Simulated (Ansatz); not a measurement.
# Te2Mo: Quadrupolar parameters

The cell is an entry of the Crystallography Open Database (COD), its atoms then relaxed with PBE in this cell.

Space group P6_3/mmc (No. 194); a = 3.5182, c = 13.9736 Å, γ = 120.00°.

```
site  Wyckoff  site symmetry       x       y       z
  Te       4f            3m.  0.3333  0.6667  0.6201
  Mo       2c           -6m2  0.3333  0.6667  0.2500
```

One atom of each set is listed.

All values are calculated (Ansatz; DFT, PBE, plane waves and PAW, with spin–orbit coupling, 420 eV cutoff, Γ-centred 14×14×3 k-points, Fermi–Dirac smearing 0.02 eV), not measured.

Conventions: |V_zz| ≥ |V_yy| ≥ |V_xx|, η = (V_xx − V_yy)/V_zz, C_Q = eQV_zz/h.

⁹⁵Mo: I = 5/2, Q = -22.00 mb. Q values from Pyykkö, Mol. Phys. 116, 1328 (2018).

| site | atoms | first shell | V_xx, V_yy, V_zz (10²¹ V/m²) | η | C_Q (MHz) |
| --- | --- | --- | --- | --- | --- |
| Te | 4 | 3 Mo at 2.72 Å | 8.87, 8.87, -17.74 | 0.00 | – |
| Mo | 2 | 6 Te at 2.72 Å | 3.20, 3.20, -6.39 | 0.00 | 3.40 |

An axis of threefold or higher order runs through Te and Mo, so V_zz lies along it and η is zero.

Te has no stable isotope with a ground-state quadrupole moment in the table, so no C_Q is given.
